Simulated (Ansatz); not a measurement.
## TePb: pressure against volume scale

Results calculated with Ansatz 0.2.0, not measured. Periodic Kohn-Sham DFT of a crystal at fixed atoms, scaled to volume_scale times the given cell; pressure positive in compression, energy less spherical unpolarised free atoms, largest_vzz the field gradient of largest size among the nuclei.

The cell before it is scaled or strained (space group Fm-3m, No. 225):
```
cell vectors (Å)
   0.0000     3.2270     3.2270
   3.2270     0.0000     3.2270
   3.2270     3.2270     0.0000
atoms (fractions of the cell vectors)
Te  0.50000  0.50000  0.50000
Pb  0.00000  0.00000  0.00000
```

Settings of every row: method frozen-core PAW; functional PBE; relativity scalar; k mesh 11x11x11; filling fermi-dirac; smearing width 0.08 eV; wave cutoff 420 eV; paw set soft_2.

Atom start moment: 0 on all atoms.

Limits: no spin-orbit coupling on heavy atoms.

| row | volume scale | V (Å³/atom) | pressure (GPa) |
| --- | --- | --- | --- |
| 1 | 0.96 | 32.26 | 4.471 |
| 2 | 0.98 | 32.932 | 3.331 |
| 3 | 1 | 33.604 | 2.306 |
| 4 | 1.02 | 34.277 | ? |
| 5 | 1.04 | 34.949 | 0.552 |

Question: what pressure should row 4 give?

Worked fit of pressure. Take u = (V_r/V)^(2/3) − 1 with V_r = 33.268 Å³ an atom, which is twice the finite (Eulerian) strain; such expansions in the strain, on which the Birch-Murnaghan equation of state is built, carry the rest volume and the bulk modulus. The shown rows have u = 0.02072, 0.00679, -0.00668, -0.03233. Least squares give pressure = 2.8053 + 76.202 × u + 201.36 × u² GPa; a straight line predicts inner rows, each left out in turn, worse (root mean square 0.088 against 0.002 GPa). The rows lie off it by 0.000, -0.001, 0.001, 0.000. The withheld row has u = -0.01972, so the fit gives 2.8053 + 76.202 × (-0.01972) + 201.36 × (-0.01972)² = 1.381 GPa.

The calculation gave 1.383 GPa. The fit lies 0.002 GPa (0.051 % of the column's range) below it; its largest miss of a shown row is 0.001 GPa.
